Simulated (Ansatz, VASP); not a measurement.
## KBr: 3 runs at one level of theory

The starting cell:

```
Br K
1.0
     0.00000    3.30000    3.30000
     3.30000    0.00000    3.30000
     3.30000    3.30000    0.00000
Br K
1 1
Cartesian
  3.3000 3.3000 3.3000
  0.0000 0.0000 0.0000
```

Alike in all runs: task relaxation of cell and atoms; functional LDA; k mesh 7 × 7 × 7; occupations fermi-dirac, width 0.05 eV; no spin polarisation; no spin-orbit coupling. LDA stands for any of its common fits.

```
                        program and potentials  plane-wave cutoff (eV)                                                 notes  equilibrium volume (Å³/atom)
                            Ansatz, Ansatz PAW                     420  potentials made for PBE, which Ansatz adapts in part                         32.39
          VASP, LDA PAW files Br, K_sv, 600 eV                     600                                                     -                         32.49
Ansatz, all-electron LAPW, scalar-relativistic                       -                                                     -                         32.39
```

The equilibrium volume spans 32.39 (Ansatz, Ansatz PAW) to 32.49 Å³/atom (VASP, LDA PAW files Br, K_sv, 600 eV), with all-electron results at 32.39. Relaxations stop with a little pressure left, so the last digit of a volume isn't settled.

Differences between rows come from potentials, basis sets and numerical settings, since the functional is the same but for its coding. Runs on potential files found faulty are left out.
